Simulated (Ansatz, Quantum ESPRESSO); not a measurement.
Given: the input of a run of Quantum ESPRESSO 7.5 on HgTe (Coloradoite). 

The input pw.in:

```
&CONTROL
  calculation = 'scf'
  prefix = 'pwscf'
  outdir = './tmp'
  pseudo_dir = './pseudo'
  tprnfor = .true.
  tstress = .true.
  disk_io = 'low'
/
&SYSTEM
  ibrav = 0
  nat = 2
  ntyp = 2
  ecutwfc = 45
  ecutrho = 360
  nbnd = 15
  occupations = 'smearing'
  smearing = 'fd'
  degauss = 0.00367493
/
&ELECTRONS
  conv_thr = 4d-10
  electron_maxstep = 120
  mixing_beta = 0.5
/
ATOMIC_SPECIES
Hg   200.5920 hg_pbesol_v1.uspp.F.UPF
Te   127.6000 te_pbesol_v1.uspp.F.UPF
CELL_PARAMETERS angstrom
   0.0000000000    3.2145000000    3.2145000000
   3.2145000000    0.0000000000    3.2145000000
   3.2145000000    3.2145000000    0.0000000000
ATOMIC_POSITIONS crystal
Hg     0.0000000000    0.0000000000    0.0000000000
Te     0.7500000000    0.7500000000    0.7500000000
K_POINTS automatic
7 7 7 0 0 0
```

pp_density.in

```
&INPUTPP
  prefix = 'pwscf'
  outdir = './tmp'
  filplot = 'density.dat'
  plot_num = 0
/
&PLOT
  nfile = 1
  filepp(1) = 'density.dat'
  iflag = 3
  output_format = 6
  fileout = 'density.cube'
/
```

Contents of pp_potential.in:

```
&INPUTPP
  prefix = 'pwscf'
  outdir = './tmp'
  filplot = 'potential.dat'
  plot_num = 11
/
&PLOT
  nfile = 1
  filepp(1) = 'potential.dat'
  iflag = 3
  output_format = 6
  fileout = 'potential.cube'
/
```

Potentials or basis: GBRV 1.5 PBEsol.

Run with:

```sh
$ OMP_NUM_THREADS=1 mpirun -n 2 pw.x -nk 2 -in pw.in > pw.out
$ OMP_NUM_THREADS=1 mpirun -n 1 pp.x -in pp_density.in > pp_density.out
$ OMP_NUM_THREADS=1 mpirun -n 1 pp.x -in pp_potential.in > pp_potential.out
```

Task: Translate it to Ansatz 0.2.0. Potentials or basis there: all-electron LAPW, scalar-relativistic.

Result: As run (cutoffs and basis follow the program's own potentials, and thresholds, step limits or extra output files can differ):

File input.yaml:

```yaml
crystal:
  lattice:
    - [0.0, 3.2145, 3.2145]
    - [3.2145, 0.0, 3.2145]
    - [3.2145, 3.2145, 0.0]
  atoms:
    - { symbol: Hg, position: [0.0, 0.0, 0.0] }
    - { symbol: Te, position: [0.75, 0.75, 0.75] }
kpoints:
  mp_grid: { grid: [7, 7, 7] }
scf:
  occupations: { method: fermi_dirac, width: 0.05 }
hamiltonian:
  xc: pbesol
  pseudopotentials: { kind: all_electron, lapw: { basis_error: 0.001 } }
output:
  forces: true
  stress: true
  eigenvalues: true
  populations: true
```

Potentials or basis: all-electron LAPW, scalar-relativistic.

Run with:

```console
$ ansatz run input.yaml --threads 1 --pin off --max-ram 3072MiB --backend cpu --events-out ev --progress --plain --runs-dir out
```

Both were run:

|  | Quantum ESPRESSO | Ansatz |
| --- | --- | --- |
| Pressure | 2.2 GPa | 1.8 GPa |

Where Ansatz's input types no cutoff or centring, it takes its own default and a Γ-centred mesh.

Pressure is positive in compression.
